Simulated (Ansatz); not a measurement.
# CaSe: the cost of one run

Computed with Ansatz 0.2.0 (DFT PBE, scalar-relativistic, plane waves, PAW, unless a step's input says otherwise).

The COD entry's cell or inner coordinates are ideal or old and differ from later refinements, so a difference from it is no clean test against experiment.

2 further runs of the same task are left out: 1 that didn't finish, 1 set aside as unsound or not needed.

### 1 The starting structure

Symmetry: Fm-3m, No. 225, cubic system. The conventional cell has a = 5.959 Å, b = 5.959 Å, c = 5.959 Å, α = 90.00°, β = 90.00°, γ = 90.00°. Ca (site symmetry m-3m) is surrounded by 6 Se at 2.98 Å. Se (site symmetry m-3m) has 6 Ca at 2.98 Å as nearest neighbours.

As a file:

```
Ca Se
1.0
     0.00000    2.97937    2.97937
     2.97937    0.00000    2.97937
     2.97937    2.97937    0.00000
Ca Se
1 1
Direct
  0.00000 0.00000 0.00000
  0.50000 0.50000 0.50000
```

It is the result of an earlier relaxation at this level (volume 26.45 Å³/atom; gap on the mesh: 2.08 eV).

### 2 Building the cluster of 4 host atoms, cut as a sphere about point 0.06 0.10 0.03, shaken

The cluster is cut from the relaxed crystal and set in a periodic box with vacuum round it. Its excess energy counts from the bulk, -3645.0015 eV an atom.

The cell holds 2 Ca, 2 Se: a = 11.500 Å, b = 11.800 Å, c = 9.100 Å, α = 90.00°, β = 90.00°, γ = 90.00°.

### 3 The relaxation run

input.yaml reads:

```yaml
crystal:
  lattice:
    - [11.5, 0.0, 0.0]
    - [0.0, 11.8, 0.0]
    - [0.0, 0.0, 9.1]
  atoms:
    - { symbol: Ca, position: [0.3746451463, 0.3701177142, 0.4972724614] }
    - { symbol: Se, position: [0.6260008591, 0.3712693154, 0.4989029733] }
    - { symbol: Ca, position: [0.6321012051, 0.6306614912, 0.5035155158] }
    - { symbol: Se, position: [0.3698225324, 0.6266449035, 0.5027300574] }
basis:
  ecutwfc: 420
kpoints:
  mp_grid: { grid: [1, 1, 1] }
hamiltonian:
  xc: pbe
scf:
  occupations: { method: gaussian, width: 0.05 }
output:
  forces: true
  eigenvalues: true
  populations: true
  write_density: true
  write_potential: true
  elf: true
  volumetric_format: npy
relax:
  adjacent_minimum: "off"
  f_tol: 0.03
  max_steps: 40
```

On the command line:

```console
> ansatz run input.yaml --threads 4 --pin off --max-ram 11264MiB --backend cpu --events-out ev --progress --plain --runs-dir out
```

Q: Estimate wall time and peak memory on 4 threads of Intel Xeon Platinum 8375C at 2.90GHz (Ice Lake), shared host.

About 19 s, with a peak of 0.79 GiB.
